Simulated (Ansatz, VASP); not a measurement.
# CdSe in VASP and in Ansatz

INCAR

```
SYSTEM = CdSe
PREC     = Accurate       ! precision mode
ENCUT    = 520            ! plane-wave cutoff, eV
EDIFF    = 1E-7           ! SCF threshold, eV
ISMEAR   = 0              ! smearing method
SIGMA    = 0.05           ! smearing width, eV
LREAL    = .False.        ! projectors in reciprocal space
LASPH    = .True.         ! aspherical terms in the spheres
NELM     = 100            ! most SCF steps
ALGO     = Fast           ! electronic algorithm
ISIF     = 2              ! what is computed and relaxed
LWAVE    = .False.        ! write WAVECAR
LCHARG   = .False.        ! write CHGCAR
GGA      = PS             ! functional
NBANDS   = 16             ! bands
```

The input KPOINTS:

```
regular mesh
0
Gamma
  10 10 10
  0 0 0
```

The input POSCAR:

```
CdSe
1.0
   -0.2230800596      3.1933750868      3.0413096065
    3.0413096065     -0.2230800596      3.0413096065
    2.8182295469      2.9702950272      0.0000000000
Cd Se
1 1
Direct
    0.0000000000      0.0000000000      0.0000000000
    0.7500000000      0.7500000000      0.7500000000
```

Input for Ansatz:

```yaml
crystal:
  lattice:
    - [-0.2230800596, 3.1933750868, 3.0413096065]
    - [3.0413096065, -0.2230800596, 3.0413096065]
    - [2.8182295469, 2.9702950272, 0.0]
  atoms:
    - { symbol: Cd, position: [0.0, 0.0, 0.0] }
    - { symbol: Se, position: [0.75, 0.75, 0.75] }
basis:
  ecutwfc: 420
kpoints:
  mp_grid: { grid: [10, 10, 10] }
hamiltonian:
  xc: pbesol
scf:
  occupations: { method: gaussian, width: 0.05 }
output:
  forces: true
  stress: true
  eigenvalues: true
```

Change from the starting cell: engineering shear strain xz -0.1467, normal strain along z +0.0500.

Alike in both runs: task single point; functional PBEsol; k mesh 10 × 10 × 10; occupations gaussian, width 0.05 eV; no spin polarisation.

```csv
,VASP,Ansatz
version,VASP 6.6.1,Ansatz 0.2.0
potentials or method,"VASP PAW PBE potentials, release 64 (Cd, Se)","scalar-relativistic, plane waves, PAW"
plane-wave cutoff (eV),520,420
valence electrons in the cell,18,36
```

VASP gave:

* gap on the k mesh at the Fermi level (eV): 0.31
* least direct gap on the mesh (eV): 0.31
* pressure (GPa): -0.6
* largest component of the traceless stress (GPa): 5.53
* rms of the force components (eV/Å): 0.417

**Question.** What did Ansatz give for the same quantities?

**Answer.** gap on the k mesh at the Fermi level (eV): 0.31; least direct gap on the mesh (eV): 0.31; pressure (GPa): -0.9; largest component of the traceless stress (GPa): 5.39; rms of the force components (eV/Å): 0.396.

Atom by atom the forces differ by 0.021 eV/Å (rms over components). The functional is the same, so the differences come from potentials, cutoffs and numerics. The two sets of potentials don't hold the same shells in valence.

Caveats: the PAW data sets were made with another functional, which shifts forces and pressure a little (VASP).
